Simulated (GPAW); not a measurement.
# HgSe (F-43m) in GPAW: further runs

Aim: see how the results for HgSe move with the level of theory and the settings. Levels: PW91, vdW-DF2. Tasks: single point.

All numbers are computed with GPAW 26.7.0; they aren't measurements. Logs are shortened: lines on timing, memory, paths and dates and some standing lists are left out, and cuts for length are marked. The log counts tension as positive stress, the text compression.

## (1) The crystal as given

It takes space group F-43m (No. 216, cubic). Conventional cell: a = 6.078 Å, b = 6.078 Å, c = 6.078 Å, α = 90.00°, β = 90.00°, γ = 90.00°. Around Hg (site symmetry -43m) lie 4 Se at 2.63 Å. Se (site symmetry -43m) has 4 Hg at 2.63 Å as nearest neighbours.

## (2) Single point, PW91

run.py reads:

```python
from ase.dft.bandgap import bandgap
from ase.io import read, write
from ase.units import GPa
from gpaw import GPAW, PW, setup_paths

setup_paths.insert(0, '.')

atoms = read('POSCAR')

calc = GPAW(mode=PW(600),
            xc='GGA_X_PW91+GGA_C_PW91',
            kpts={'size': (8, 8, 8), 'gamma': True},
            occupations={'name': 'fermi-dirac', 'width': 0.05},
            nbands=18,
            convergence={'density': 1e-05, 'energy': 1e-05},
            maxiter=150,
            txt='gpaw.txt')
atoms.calc = calc
energy = atoms.get_potential_energy()
forces = atoms.get_forces()
stress = atoms.get_stress()
calc.write('gs.gpw')
write('result.traj', atoms)
print(f'Energy: {energy:.6f} eV')
print('Forces (eV/A):')
print(forces.round(4))
print('Stress (GPa):', (stress / GPa).round(3))
print('Fermi level:', round(calc.get_fermi_level(), 4), 'eV')
print(f'Gap: {bandgap(calc)[0]:.4f} eV, direct: {bandgap(calc, direct=True)[0]:.4f} eV')
```

POSCAR reads:

```
HgSe
1.0
    0.0000000000      3.0390000000      3.0390000000
    3.0390000000      0.0000000000      3.0390000000
    3.0390000000      3.0390000000      0.0000000000
Hg Se
1 1
Direct
    0.0000000000      0.0000000000      0.0000000000
    0.7500000000      0.7500000000      0.7500000000
```

Potentials or basis: PAW data sets generated in the run's folder for this functional, pw.

Run with:

```console
$ gpaw-setup -f GGA_X_PW91+GGA_C_PW91 Hg Se
$ OMP_NUM_THREADS=1 python run.py
```

gpaw.txt:

```text
__  _  _
 | _ |_)|_||  |
 |__||  | ||/\| - 26.7.0

Input parameters:
  mode=PW(ecut=600.0),
  convergence={'density': 1e-05, 'energy': 1e-05},
  kpts=MonkhorstPack(size=(8, 8, 8), gamma=True),
  maxiter=150,
  nbands=18,
  occupations=Occupations(name='fermi-dirac', width=0.05),
  xc=XC(name='GGA_X_PW91+GGA_C_PW91')

Diagonalizing LCAO Hamiltonian
Converting LCAO to pw mode

                     Se

       Hg

Atoms  # Å, Bohr magnetons
|   | symbol |        x |        y |        z |    initial magnetic moments |
|---|--------|----------|----------|----------|-----------------------------|
| 0 |     Hg | 0.000000 | 0.000000 | 0.000000 | ( 0.0000,  0.0000,  0.0000) |
| 1 |     Se | 4.558500 | 4.558500 | 4.558500 | ( 0.0000,  0.0000,  0.0000) |

Unit cell  # Å
| periodic |        x |        y |        z |  lengths |    angles |
|----------|----------|----------|----------|----------|-----------|
|      yes | 0.000000 | 3.039000 | 3.039000 | 4.297795 | 60.000000 |
|      yes | 3.039000 | 0.000000 | 3.039000 | 4.297795 | 60.000000 |
|      yes | 3.039000 | 3.039000 | 0.000000 | 4.297795 | 60.000000 |

Number of symmetries: 24
Symmetry operations  # r_c * U_cc + t_c -> r_c
|    | kind |            matrix            |
|----|------|------------------------------|
|  0 |  E   |  1, 0, 0,  0, 1, 0,  0, 0, 1 |
|  1 |  σ   |  1, 0, 0,  0, 0, 1,  0, 1, 0 |
|  2 |  σ   |  1, 0,-1,  0, 1,-1,  0, 0,-1 |
|  3 |  C3  |  1, 0,-1,  0, 0,-1,  0, 1,-1 |
|  4 |  C3  |  1,-1, 0,  0,-1, 1,  0,-1, 0 |
|  5 |  σ   |  1,-1, 0,  0,-1, 0,  0,-1, 1 |
|  6 |  σ   |  0, 1, 0,  1, 0, 0,  0, 0, 1 |
|  7 |  C3  |  0, 1, 0,  0, 0, 1,  1, 0, 0 |
|  8 |  C2  |  0, 1,-1,  1, 0,-1,  0, 0,-1 |
|  9 |  S4  |  0, 1,-1,  0, 0,-1,  1, 0,-1 |
| 10 |  C3  |  0, 0, 1,  1, 0, 0,  0, 1, 0 |
| 11 |  σ   |  0, 0, 1,  0, 1, 0,  1, 0, 0 |
| 12 |  S4  |  0, 0,-1,  1, 0,-1,  0, 1,-1 |
| 13 |  C3  |  0, 0,-1,  0, 1,-1,  1, 0,-1 |
| 14 |  S4  |  0,-1, 1,  1,-1, 0,  0,-1, 0 |
| 15 |  C2  |  0,-1, 1,  0,-1, 0,  1,-1, 0 |
| 16 |  C3  |  0,-1, 0,  1,-1, 0,  0,-1, 1 |
| 17 |  S4  |  0,-1, 0,  0,-1, 1,  1,-1, 0 |
| 18 |  S4  | -1, 1, 0, -1, 0, 1, -1, 0, 0 |
| 19 |  C3  | -1, 1, 0, -1, 0, 0, -1, 0, 1 |
| 20 |  C3  | -1, 0, 1, -1, 1, 0, -1, 0, 0 |
| 21 |  S4  | -1, 0, 1, -1, 0, 0, -1, 1, 0 |
| 22 |  σ   | -1, 0, 0, -1, 1, 0, -1, 0, 1 |
| 23 |  C2  | -1, 0, 0, -1, 0, 1, -1, 1, 0 |

BZ-sampling:
  Number of BZ points: 512
  Number of IBZ points: 29

  Monkhorst-Pack size: [8, 8, 8]
  Monkhorst-Pack shift: [0.0625, 0.0625, 0.0625]

K-points  # in reciprocal-cell coordinates
|     |                                coordinates |     weight |
|-----|--------------------------------------------|------------|
|   0 | (  0.00000000,   0.00000000,   0.00000000) | 0.00195312 |
|   1 | (  0.12500000,   0.12500000,   0.00000000) | 0.01171875 |
|   2 | (  0.12500000,   0.12500000,   0.12500000) | 0.01562500 |
|   3 | (  0.25000000,   0.12500000,   0.12500000) | 0.02343750 |
|   4 | (  0.25000000,   0.25000000,   0.00000000) | 0.01171875 |
|   5 | (  0.25000000,   0.25000000,   0.12500000) | 0.04687500 |
|   6 | (  0.25000000,   0.25000000,   0.25000000) | 0.01562500 |
|   7 | (  0.37500000,   0.25000000,  -0.37500000) | 0.04687500 |
|   8 | (  0.37500000,   0.25000000,   0.12500000) | 0.04687500 |
|   9 | (  0.37500000,   0.25000000,   0.25000000) | 0.04687500 |
| ... |                                            |            |
|  28 | (  0.50000000,   0.50000000,   0.50000000) | 0.00781250 |

Plane wave coefficients: 1895
Cutoff: 600.0 eV

Spin-components: 1 (collinear spins)
Bands:           18
Projectors:      11
Spin-degeneracy: 2
Datatype:        complex128

Parallelization:
  kpt:    1
  domain: 1
  band:   1

Density:
  Valence electrons: 24.0
  Components: 1
  Grid points: [25 25 25]
  Charge: 0.0  # |e|

Potential:
  Grid points: [25 25 25]

species:
  Hg:
    name:    Mercury
    Z:       80.0
    valence: 18
    core:    62
    charge:  0.0  # [|e|]
    compensation charges:
      type: gauss
      rc: 0.41  # [Å]
      lmax: 2
    cutoffs:
      filter: 2.17  # [Å]
      core: 2.06  # [Å]
    projectors
    | kind |    occ | energy [eV] | rcut [Å] |
    |------|--------|-------------|----------|
    |   6s |  2.000 |      -6.857 |    1.307 |
    |   5p |  6.000 |     -66.648 |    1.291 |
    |   6p |  0.000 |      -1.129 |    1.291 |
    |   5d | 10.000 |      -9.948 |    1.302 |
    |    s |        |      20.354 |    1.307 |
    |    d |        |      17.264 |    1.302 |

    Using partial waves for Hg as LCAO basis

  Se:
    name:    Selenium
    Z:       34.0
    valence: 6
    core:    28
    charge:  0.0  # [|e|]
    compensation charges:
      type: gauss
      rc: 0.27  # [Å]
      lmax: 2
    cutoffs:
      filter: 1.77  # [Å]
      core: 2.67  # [Å]
    projectors
    | kind |    occ | energy [eV] | rcut [Å] |
    |------|--------|-------------|----------|
    |   4s |  2.000 |     -17.350 |    0.847 |
    |   4p |  4.000 |      -6.562 |    1.005 |
    |    s |        |       9.861 |    0.847 |
    |    p |        |      20.650 |    1.005 |
    |    d |        |       0.000 |    0.847 |

    Using partial waves for Se as LCAO basis

Reference energy: -599323.240637  # eV

eigensolver:
  PPCG
  Converge bands: occupied
  niter=2

density mixing:
  MSR1-Mixer
  Pratt-step length: 0.05
  Maximum mixing coefficient: 0.75
  Old densities: 10
  SVD Regularization: 0.005
  Good broyden scale: 1.0
  Trust region scale: 1.0
  Backstep threshold: 4.0
  History deletion threshold: 6.0
  Fourier metric: weight=20.0, sigma=0.015

occupation numbers:
  Fermi-Dirac:
    width: 0.0500  # eV

poisson solver:
  ecut: 4800.0  # eV

xc functional:
  name: GGA_X_PW91+GGA_C_PW91 with 2 nearest neighbor stencil

convergence criteria:
[... 6 lines left out ...]
|iter     | |      energy | eigst |  dens |
|---------|-|-------------|-------|-------|
|iter:   1| |   -5.057406 | -0.17 |       |
|iter:   2| |   -4.998600 | -2.22 | -1.37 |
|iter:   3| |   -4.845934 | -1.81 | -1.41 |
|iter:   4| |   -4.859836 | -2.67 | -1.91 |
|iter:   5| |   -4.864648 | -3.22 | -2.30 |
|iter:   6| |   -4.864904 | -4.69 | -3.26 |
|iter:   7| |   -4.864953 | -5.14 | -3.69 |
|iter:   8| |   -4.864954c| -6.70 | -4.33 |
|iter:   9| |   -4.864954c| -7.49c| -4.98 |
|iter:  10| |   -4.864954c| -7.99c| -5.53c|

Converged in 10 steps
Energy contributions relative to reference atoms: (reference = -599323.240637)

Energy contributions:
  Kinetic:          35.254793
  Coulomb:         -29.522591
  Zero:             -2.228345
  External:          0.000000
  Xc:               -8.368511
  Entropy:          -0.000601
  Spinorbit:         0.000000
  ----------------------------
  Free energy:      -4.865254
  Extrapolated:     -4.864954

dipole moment: (-17.509994, -17.509994, -17.509994)  # |e|*Ang

Fermi level: 4.459
Eigenvalues  # (at kpt = [0.000, 0.000, 0.000])
| band index |      eig [eV] | occ [0-2] |
|------------|---------------|-----------|
|          0 |       -58.672 |     2.000 |
|        ... |               |           |
|          5 |        -2.879 |     2.000 |
|          6 |        -2.879 |     2.000 |
|          7 |        -2.161 |     2.000 |
|          8 |        -2.161 |     2.000 |
|          9 |         3.546 |     2.000 |
|         10 |         4.404 |     1.501 |
|         11 |         4.404 |     1.501 |
|         12 |         4.404 |     1.501 |
|         13 |         9.916 |     0.000 |
|         14 |         9.916 |     0.000 |
|         15 |         9.916 |     0.000 |
|         16 |        13.029 |     0.000 |
|         17 |        15.768 |     0.000 |

No gap
No difference between direct/indirect transitions

Forces  # eV/Ang
|       x |        y |       z |
|---------|----------|---------|
| 0.00000 |  0.00000 | 0.00000 |  # Hg   0
| 0.00000 | -0.00000 | 0.00000 |  # Se   1

Stress tensor  # eV/Ang^3
|         x |         y |         z |
|-----------|-----------|-----------|
| -0.030697 | -0.000000 |  0.000000 |
| -0.000000 | -0.030697 |  0.000000 |
|  0.000000 |  0.000000 | -0.030697 |

# Writing to gs.gpw (mode='')
```

It took 26 s on 1 thread of Arm Neoverse V1, shared host; peak memory 0.17 GiB.

Results:

| Quantity | Value |
| --- | --- |
| Free energy | -4.8653 eV |
| Pressure | 4.9 GPa |
| Band gap on the k mesh | none (metal or under the smearing width) |

## (3) Single point, vdW-DF2

Edit run.py of step 2 so:

```diff
@@ -2,6 +2,3 @@
 from ase.io import read, write
-from ase.units import GPa
-from gpaw import GPAW, PW, setup_paths
-
-setup_paths.insert(0, '.')
+from gpaw import GPAW, PW
 
@@ -10,3 +7,3 @@
 calc = GPAW(mode=PW(600),
-            xc='GGA_X_PW91+GGA_C_PW91',
+            xc={'name': 'vdW-DF2', 'backend': 'libvdwxc'},
             kpts={'size': (8, 8, 8), 'gamma': True},
@@ -20,3 +17,2 @@
 forces = atoms.get_forces()
-stress = atoms.get_stress()
 calc.write('gs.gpw')
@@ -26,3 +22,2 @@
 print(forces.round(4))
-print('Stress (GPa):', (stress / GPa).round(3))
 print('Fermi level:', round(calc.get_fermi_level(), 4), 'eV')
```

POSCAR is that of step 2.

Potentials or basis: GPAW PAW data sets (gpaw-data 1.2.1), pw.

Run with:

```console
$ OMP_NUM_THREADS=1 python run.py
```

It took 20 s on 1 thread of Arm Neoverse V1, shared host; peak memory 0.2 GiB.

It converged, with:

```
Free energy            : -248.9034 eV
Band gap on the k mesh : none (metal or under the smearing width)
```

Levels at points of the mesh, in eV from the Fermi level:
```tsv
k point	band 8	band 9	band 10	band 11	band 12	band 13	band 14
(0.00, 0.00, 0.00)	-6.67	-6.67	-1.02	-0.06	-0.06	-0.06	5.52
(0.50, 0.50, 0.00)	-6.56	-6.31	-5.06	-2.33	-2.33	2.76	2.84
(0.50, 0.50, 0.50)	-6.62	-6.34	-5.47	-1.01	-1.01	1.08	6.23
```

Caveat: the PAW data sets were made with another functional, which shifts forces and pressure a little.
